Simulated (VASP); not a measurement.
# PtSe2 (P-3m1) in VASP: band structure with PBE

Aim: the band structure of PtSe2 with PBE.

All numbers are computed with VASP 6.6.1; they aren't measurements. Logs are shortened: lines on timing, memory, paths and dates and some standing lists are left out, and cuts for length are marked.

**1. Starting point**

Symmetry: P-3m1, No. 164, trigonal system. The conventional cell has a = 3.724 Å, b = 3.724 Å, c = 5.062 Å, α = 90.00°, β = 90.00°, γ = 120.00°. Pt (site symmetry -3m) is surrounded by 6 Se at 2.49 Å. Around Se (site symmetry 3m) lie 3 Pt at 2.49 Å.

**2. Band structure, PBE**

POSCAR reads:

```
PtSe2
1.0
    3.7240000000      0.0000000000      0.0000000000
   -1.8620000000      3.2250786000      0.0000000000
    0.0000000000      0.0000000000      5.0620000000
Pt Se
1 2
Direct
    0.0000000000      0.0000000000      0.0000000000
    0.3333333300      0.6666666700      0.2500000000
    0.6666666700      0.3333333300      0.7500000000
```

INCAR.step1 reads:

```
SYSTEM = PtSe2
  ALGO = Fast
  EDIFF = 1E-6
  ENCUT = 520
  GGA = PE
  ISIF = 2
  ISMEAR = 0
  LASPH = .TRUE.
  LCHARG = .TRUE.
  LMAXMIX = 4
  LREAL = .FALSE.
  LWAVE = .FALSE.
  NELM = 100
  PREC = Accurate
  SIGMA = 0.02
```

KPOINTS.step1 reads:

```
k-points
0
G
  9 9 6
  0 0 0
```

INCAR.step2 reads:

```
SYSTEM = PtSe2
  ALGO = Fast
  EDIFF = 1E-6
  ENCUT = 520
  GGA = PE
  ICHARG = 11
  ISIF = 2
  ISMEAR = 0
  LASPH = .TRUE.
  LCHARG = .FALSE.
  LMAXMIX = 4
  LREAL = .FALSE.
  LWAVE = .FALSE.
  NELM = 100
  PREC = Accurate
  SIGMA = 0.05
```

KPOINTS.step2 reads:

```
path GMKGALHA,LM,KH
15
line-mode
reciprocal
 0.0000000000  0.0000000000  0.0000000000  G
 0.5000000000  0.0000000000  0.0000000000  M

 0.5000000000  0.0000000000  0.0000000000  M
 0.3333333333  0.3333333333  0.0000000000  K

 0.3333333333  0.3333333333  0.0000000000  K
 0.0000000000  0.0000000000  0.0000000000  G

 0.0000000000  0.0000000000  0.0000000000  G
 0.0000000000  0.0000000000  0.5000000000  A

 0.0000000000  0.0000000000  0.5000000000  A
 0.5000000000  0.0000000000  0.5000000000  L

 0.5000000000  0.0000000000  0.5000000000  L
 0.3333333333  0.3333333333  0.5000000000  H

 0.3333333333  0.3333333333  0.5000000000  H
 0.0000000000  0.0000000000  0.5000000000  A

 0.5000000000  0.0000000000  0.5000000000  L
 0.5000000000  0.0000000000  0.0000000000  M

 0.3333333333  0.3333333333  0.0000000000  K
 0.3333333333  0.3333333333  0.5000000000  H
```

Potentials or basis: VASP PAW PBE potentials, release 64 (Pt, Se).

Launch:

```console
> cat potpaw_PBE.64/Pt/POTCAR potpaw_PBE.64/Se/POTCAR > POTCAR
> cp INCAR.step1 INCAR
> cp KPOINTS.step1 KPOINTS
> mpirun -np 1 vasp_std > vasp.out
> cp INCAR.step2 INCAR
> cp KPOINTS.step2 KPOINTS
> mpirun -np 1 vasp_std > vasp.out
```

OUTCAR:

```text
SYSTEM = PtSe2
   EDIFF = 1E-6
   ENCUT = 520
   GGA = PE
   ICHARG = 11
   ISIF = 2
   ISMEAR = 0
   LASPH = .TRUE.
   LREAL = .FALSE.
   NELM = 100
   PREC = Accurate

 ion  position               nearest neighbor table
   1  0.000  0.000  0.000-   2 2.49   3 2.49   2 2.49   3 2.49   3 2.49   2 2.49
   2  0.333  0.667  0.250-   1 2.49   1 2.49   1 2.49
   3  0.667  0.333  0.750-   1 2.49   1 2.49   1 2.49

  LATTYP: Found a hexagonal cell.
 ALAT       =     3.7240000000
 C/A-ratio  =     1.3592910849

  Lattice vectors:

 A1 = (   3.7240000000,   0.0000000000,   0.0000000000)
 A2 = (  -1.8620000000,   3.2250786000,   0.0000000000)
 A3 = (   0.0000000000,   0.0000000000,   5.0620000000)

Analysis of symmetry for initial positions (statically):
=====================================================================
 Subroutine PRICEL returns:
 Original cell was already a primitive cell.

 Routine SETGRP: Setting up the symmetry group for a
 hexagonal supercell.

 Subroutine GETGRP returns: Found 12 space group operations
 (whereof 12 operations were pure point group operations)
 out of a pool of 24 trial point group operations.

The static configuration has the point symmetry D_3d.

Analysis of symmetry for dynamics (positions and initial velocities):
=====================================================================
 Subroutine PRICEL returns:
 Original cell was already a primitive cell.

 Routine SETGRP: Setting up the symmetry group for a
 hexagonal supercell.

 Subroutine GETGRP returns: Found 12 space group operations
 (whereof 12 operations were pure point group operations)
 out of a pool of 24 trial point group operations.

The dynamic configuration has the point symmetry D_3d.

 Subroutine INISYM returns: Found 12 space group operations
 (whereof 12 operations are pure point group operations),
 and found     1 'primitive' translations

----------------------------------------------------------------------------------------

                                     Primitive cell

  volume of cell :      60.7956

  direct lattice vectors                    reciprocal lattice vectors
     3.724000000  0.000000000  0.000000000     0.268528464  0.155034981  0.000000000
    -1.862000000  3.225078600  0.000000000     0.000000000  0.310069962  0.000000000
     0.000000000  0.000000000  5.062000000     0.000000000  0.000000000  0.197550375

  length of vectors
     3.724000000  3.723999997  5.062000000     0.310069962  0.310069962  0.197550375

  position of ions in fractional coordinates (direct lattice)
     0.000000000  0.000000000  0.000000000
     0.333333330  0.666666670  0.250000000
     0.666666670  0.333333330  0.750000000

  ion indices of the primitive-cell ions
   primitive index   ion index
                 1           1
                 2           2
                 3           3

----------------------------------------------------------------------------------------

 KPOINTS: path GMKGALHA,LM,KH

Interpolating k-points between supplied coordinates.

 Line segments in fractional coordinates (reciprocal lattice):
    0.000000  0.000000  0.000000  ...  0.500000  0.000000  0.000000
    0.500000  0.000000  0.000000  ...  0.333333  0.333333  0.000000
    0.333333  0.333333  0.000000  ...  0.000000  0.000000  0.000000
    0.000000  0.000000  0.000000  ...  0.000000  0.000000  0.500000
    0.000000  0.000000  0.500000  ...  0.500000  0.000000  0.500000
    0.500000  0.000000  0.500000  ...  0.333333  0.333333  0.500000
    0.333333  0.333333  0.500000  ...  0.000000  0.000000  0.500000
    0.500000  0.000000  0.500000  ...  0.500000  0.000000  0.000000
    0.333333  0.333333  0.000000  ...  0.333333  0.333333  0.500000

 Generated    15 points on each line segment, for a total of    135 k-points:

 Following reciprocal coordinates:
            Coordinates               Weight
  0.000000  0.000000  0.000000      0.007407
  0.035714  0.000000  0.000000      0.007407
  0.071429  0.000000  0.000000      0.007407
  0.107143  0.000000  0.000000      0.007407
  0.142857  0.000000  0.000000      0.007407
  0.178571  0.000000  0.000000      0.007407
[... 16 lines left out ...]
  0.416667  0.166667  0.000000      0.007407
  0.404762  0.190476  0.000000      0.007407
 [... further k-points ...]
   k-points           NKPTS =    135   k-points in BZ     NKDIM =    135   number of bands    NBANDS=     15
   number of dos      NEDOS =    301   number of ions     NIONS =      3
   total plane-waves  NPLWV =  31360
   dimension x,y,z NGX =    28 NGY =   28 NGZ =   40
   dimension x,y,z NGXF=    56 NGYF=   56 NGZF=   80
   ions per type =               1   2
   NGX,Y,Z   is equivalent  to a cutoff of  12.50, 12.50, 13.14 a.u.
   NGXF,Y,Z  is equivalent  to a cutoff of  25.00, 25.00, 26.27 a.u.
 SYSTEM =  PtSe2
   PREC   = accura    normal or accurate (medium, high low for compatibility)
   ISTART =      0    job   : 0-new  1-cont  2-samecut
   ICHARG =     11    charge: 1-file 2-atom 10-const
   ISPIN  =      1    spin polarized calculation?
   LNONCOLLINEAR =      F non collinear calculations
   LSORBIT =      F    spin-orbit coupling
   LASPH  =      T    aspherical Exc in radial PAW
   ENCUT  =  520.0 eV  38.22 Ry    6.18 a.u.   6.92  6.92  9.41*2*pi/ulx,y,z
   NELM   =    100;   NELMIN=  2; NELMDL=  0     # of ELM steps
   EDIFF  = 0.1E-05   stopping-criterion for ELM
   LREAL  =      F    real-space projection
   EDIFFG = 0.1E-04   stopping-criterion for IOM
   NSW    =      0    number of steps for IOM
   IBRION =     -1    ionic relax: 0-MD 1-quasi-New 2-CG
   NFREE  =      0    steps in history (QN), initial steepest desc. (CG)
   ISIF   =      2    stress and relaxation
   ISYM   =      2    0-nonsym 1-usesym 2-fastsym
   POTIM  = 0.5000    time-step for ionic-motion
   TEBEG  =    0.0;   TEEND  =   0.0 temperature during run
   PSTRESS=    0.0 pullay stress
   NELECT =      22.0000    total number of electrons
   NUPDOWN=      -1.0000    fix difference up-down
   EMIN   =  10.00;   EMAX   =-10.00  energy-range for DOS
   EFERMI =   0.00;   METHOD = LEGACY
   ISMEAR =     0;   SIGMA  =   0.05  broadening in eV -4-tet -1-fermi 0-gaus
   EFERMI_NEDOS =   21; number of points for ismear=-14 and -15
   IALGO  =     68    algorithm
   IMIX   =      4    mixing-type and parameters
     AMIX     =   0.40;   BMIX     =  1.00
     AMIX_MAG =   1.60;   BMIX_MAG =  1.00
  volume/ion in A,a.u.               =      20.27       136.76
  Fermi-wavevector in a.u.,A,eV,Ry     =   1.166608  2.204570 18.517184  1.360975
  Thomas-Fermi vector in A             =   2.303119
   LORBIT       =      0    0 simple, 1 ext, 2 COOP (PROOUT), +10 PAW based schemes
   GGA     = PE    functional components
   LHFCALC =     F    Hartree Fock is set to
   AEXX    =    0.0000 exact exchange contribution
   IVDW    =     0    specifies the selected vdW correction
   LEPSILON=     F    determine dielectric tensor
   LRPA    =     F    only Hartree local field effects (RPA)
 non-spin polarized calculation
 RMM-DIIS sequential band-by-band and
 Gauss-broadening in eV      SIGMA  =   0.05
  energy-cutoff  :      520.00
  volume of cell :       60.80
 maximum number of plane-waves:      1656
 NGX is ok and might be reduce to    28

 number of electron      21.9999999 magnetization

 Free energy of the ion-electron system (eV)
  ---------------------------------------------------
  ext. energy  EPLUGINS =         0.00000000
  ---------------------------------------------------
  free energy    TOTEN  =       -13.97536003 eV

  energy without entropy =      -13.97254187  energy(sigma->0) =      -13.97395095

 E-fermi :   6.5946     XC(G=0): -10.6327

 val. band max:        6.5888345074   @ k =   0.3571   0.2857   0.0000
 cond. band min:       6.6135666791   @ k =   0.2857   0.2857   0.0000
 fundamental gap:      0.0247321718
 Fermi energy:         6.5946060318

 k-point     1 :       0.0000    0.0000    0.0000
  band No.  band energies     occupation
      1      -9.1798      2.00000
      2      -6.3557      2.00000
      3      -0.6640      2.00000
      4       0.0413      2.00000
      5       0.0413      2.00000
      6       2.5016      2.00000
      7       2.5016      2.00000
      8       3.9462      2.00000
      9       5.4643      2.00000
     10       5.4643      2.00000
     11       6.9414      0.00000
     12       7.9994      0.00000
     13       7.9994      0.00000
     14      10.1479      0.00000
     15      10.7492      0.00000

 k-point     2 :       0.0357    0.0000    0.0000
  band No.  band energies     occupation
      1      -9.1653      2.00000
      2      -6.3623      2.00000
      3      -0.6468      2.00000
      4       0.0508      2.00000
      5       0.0517      2.00000
      6       2.4837      2.00000
      7       2.4907      2.00000
      8       3.9185      2.00000
      9       5.4022      2.00000
     10       5.4522      2.00000
     11       6.9063      0.00000
     12       7.9520      0.00000
     13       8.0010      0.00000
     14      10.2737      0.00000
     15      10.8389      0.00000

 k-point     3 :       0.0714    0.0000    0.0000
  band No.  band energies     occupation
      1      -9.1220      2.00000
      2      -6.3820      2.00000
      3      -0.5955      2.00000
      4       0.0790      2.00000
      5       0.0828      2.00000
      6       2.4273      2.00000
      7       2.4597      2.00000
      8       3.8332      2.00000
      9       5.2420      2.00000
     10       5.4136      2.00000
     11       6.7880      0.00000
     12       7.8660      0.00000
     13       8.0089      0.00000
     14      10.5876      0.00000
     15      11.0938      0.00000
[... 343 lines left out ...]
 k-point    23 :       0.4167    0.1667    0.0000
  band No.  band energies     occupation
      1      -7.2908      2.00000
      2      -7.1788      2.00000
      3      -0.6334      2.00000
      4       0.4959      2.00000
      5       1.1772      2.00000
      6       1.6128      2.00000
      7       2.0209      2.00000
      8       2.9622      2.00000
      9       3.2596      2.00000
     10       3.6833      2.00000
     11       4.7712      2.00000
     12       6.9099      0.00000
     13       7.6125      0.00000
     14      10.9579      0.00000
     15      13.1828      0.00000

 k-point    24 :       0.4048    0.1905    0.0000
  band No.  band energies     occupation
      1      -7.2780      2.00000
      2      -7.1639      2.00000
      3      -0.5862      2.00000
      4       0.4610      2.00000
      5       1.0479      2.00000
      6       1.5710      2.00000
      7       1.9700      2.00000
      8       2.9244      2.00000
      9       3.3816      2.00000
     10       3.8230      2.00000
     11       4.8785      2.00000
     12       6.8316      0.00000
     13       7.3737      0.00000
     14      10.8676      0.00000
     15      13.3198      0.00000

 [... further k-points ...]
[... 5 lines left out ...]
  --------------------------------------------------------------------------------------
  -------------------------------------------------------------------------------------
  Total        3.4933592      3.4933592      2.5340411      0.0000000     -0.0000000      0.0000000
  in kB       92.0622768     92.0622766     66.7808772      0.0000000     -0.0000000      0.0000000
  external PRESSURE =      83.6351435 kB  Pullay stress =       0.0000000 kB

 VOLUME and BASIS-vectors are now :
 -----------------------------------------------------------------------------
  energy-cutoff  :      520.00
  volume of cell :       60.80
      direct lattice vectors                 reciprocal lattice vectors
     3.724000000  0.000000000  0.000000000     0.268528464  0.155034981  0.000000000
    -1.862000000  3.225078600  0.000000000     0.000000000  0.310069962  0.000000000
     0.000000000  0.000000000  5.062000000     0.000000000  0.000000000  0.197550375

 POSITION                                       TOTAL-FORCE (eV/Angst)
 -----------------------------------------------------------------------------------
      0.00000      0.00000      0.00000         0.000000      0.000000      0.000000
     -0.00000      2.15005      1.26550        -0.000000      0.000000      0.322595
      1.86200      1.07503      3.79650         0.000000     -0.000000     -0.322595
 -----------------------------------------------------------------------------------
    total drift:                               -0.000000      0.000000      0.000000

  FREE ENERGIE OF THE ION-ELECTRON SYSTEM (eV)
  ---------------------------------------------------
  free  energy   TOTEN  =       -13.9753600253 eV

  energy  without entropy=      -13.9725418675  energy(sigma->0) =      -13.97395095
```

It took 44 s on 1 thread of Intel Xeon 6975P-C (Granite Rapids), shared host; peak memory 0.26 GiB.

Results:

- Band gap along the path: none (metal or under the smearing width)

Levels at the corners of the path, in eV from the Fermi level:
| point | band 7 | band 8 | band 9 | band 10 | band 11 | band 12 | band 13 | band 14 | band 15 |
| --- | --- | --- | --- | --- | --- | --- | --- | --- | --- |
| Γ | -4.11 | -2.67 | -1.15 | -1.15 | 0.33 | 1.39 | 1.39 | 3.54 | 4.14 |
| M | -3.79 | -3.63 | -3.60 | -3.51 | -3.06 | 0.59 | 2.28 | 4.71 | 5.76 |
| M | -3.79 | -3.63 | -3.60 | -3.51 | -3.06 | 0.59 | 2.28 | 4.71 | 5.76 |
| K | -4.84 | -3.87 | -2.77 | -1.92 | -1.92 | -0.05 | -0.05 | 3.99 | 7.53 |
| K | -4.84 | -3.87 | -2.77 | -1.92 | -1.92 | -0.05 | -0.05 | 3.99 | 7.53 |
| Γ | -4.11 | -2.67 | -1.15 | -1.15 | 0.33 | 1.39 | 1.39 | 3.54 | 4.14 |
| Γ | -4.11 | -2.67 | -1.15 | -1.15 | 0.33 | 1.39 | 1.39 | 3.54 | 4.14 |
| A | -4.14 | -3.03 | -1.79 | -1.58 | -1.58 | 2.23 | 2.23 | 4.73 | 6.27 |
| A | -4.14 | -3.03 | -1.79 | -1.58 | -1.58 | 2.23 | 2.23 | 4.73 | 6.27 |
| L | -3.63 | -3.61 | -3.31 | -2.93 | -1.45 | 0.92 | 1.45 | 4.49 | 4.71 |
| L | -3.63 | -3.61 | -3.31 | -2.93 | -1.45 | 0.92 | 1.45 | 4.49 | 4.71 |
| H | -4.60 | -4.26 | -3.77 | -2.60 | -2.60 | 1.93 | 1.93 | 6.46 | 7.21 |
| H | -4.60 | -4.26 | -3.77 | -2.60 | -2.60 | 1.93 | 1.93 | 6.47 | 7.21 |
| A | -4.14 | -3.03 | -1.79 | -1.58 | -1.58 | 2.23 | 2.23 | 4.73 | 6.25 |
| L | -3.63 | -3.61 | -3.31 | -2.93 | -1.45 | 0.92 | 1.45 | 4.49 | 4.71 |
| M | -3.79 | -3.63 | -3.60 | -3.51 | -3.06 | 0.59 | 2.28 | 4.71 | 5.76 |
| K | -4.84 | -3.87 | -2.77 | -1.92 | -1.92 | -0.05 | -0.05 | 3.99 | 7.53 |
| H | -4.60 | -4.26 | -3.77 | -2.60 | -2.60 | 1.93 | 1.93 | 6.47 | 7.21 |

Caveat: the log is that of the step along the path at fixed density, whose energy, stress, charges and moments have no meaning; spin-orbit coupling is left out, which moves the levels of the heavy elements.
